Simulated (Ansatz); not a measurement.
# MgS: the cost of one run

Method: DFT PBE, scalar-relativistic, plane waves, PAW, in Ansatz 0.2.0.

## (1) The starting structure

The structure is cubic, space group Fm-3m (No. 225). Conventional cell: a = 5.203 Å, b = 5.203 Å, c = 5.203 Å, α = 90.00°, β = 90.00°, γ = 90.00°. Around Mg (site symmetry m-3m) lie 6 S at 2.60 Å. S (site symmetry m-3m) is surrounded by 6 Mg at 2.60 Å.

Coordinates:

```cif
data_structure
_symmetry_space_group_name_H-M 'P 1'
_symmetry_Int_Tables_number 1
_cell_length_a 3.6793
_cell_length_b 3.6793
_cell_length_c 9.0124
_cell_angle_alpha 90.000
_cell_angle_beta 90.000
_cell_angle_gamma 120.000
_cell_volume 105.66
loop_
_atom_site_label
_atom_site_type_symbol
_atom_site_fract_x
_atom_site_fract_y
_atom_site_fract_z
_atom_site_occupancy
Mg1 Mg 0.00000 0.00000 0.00000 1
S1 S 0.66667 0.33333 0.16667 1
Mg2 Mg 0.33333 0.66667 0.33333 1
S2 S 0.00000 0.00000 0.50000 1
Mg3 Mg 0.66667 0.33333 0.66667 1
S3 S 0.33333 0.66667 0.83333 1
```

This is a trial structure built by rule; it need not be a known or stable form of this composition.

(A quick probe on a coarse mesh, which set the mesh and smearing, is not shown.)

## (3) Full relaxation

Contents of input.yaml:

```yaml
crystal:
  lattice:
    - [3.679289, 0.0, 0.0]
    - [-1.839644, 3.186357, 0.0]
    - [0.0, 0.0, 9.01238]
  atoms:
    - { symbol: Mg, position: [0.0, 0.0, 0.0] }
    - { symbol: S, position: [0.66666667, 0.33333333, 0.16666667] }
    - { symbol: Mg, position: [0.33333333, 0.66666667, 0.33333333] }
    - { symbol: S, position: [0.0, 0.0, 0.5] }
    - { symbol: Mg, position: [0.66666667, 0.33333333, 0.66666667] }
    - { symbol: S, position: [0.33333333, 0.66666667, 0.83333333] }
basis:
  ecutwfc: 420
kpoints:
  mp_grid: { grid: [9, 9, 4] }
hamiltonian:
  xc: pbe
scf:
  occupations: { method: gaussian, width: 0.02 }
output:
  forces: true
  stress: true
  eigenvalues: true
  write_density: true
  write_potential: true
  elf: true
  volumetric_format: npy
relax:
  adjacent_minimum: "off"
  f_tol: 0.005
  max_steps: 80
  cell: { stress_tol: 0.05 }
```

On the command line:

```sh
$ ansatz run input.yaml --threads 1 --pin off --max-ram 2560MiB --backend cpu --events-out ev --progress --plain --runs-dir out
```

What time and memory should one allow on 1 thread of Arm Neoverse V1, shared host?

About 26 s, with a peak of 0.41 GiB.
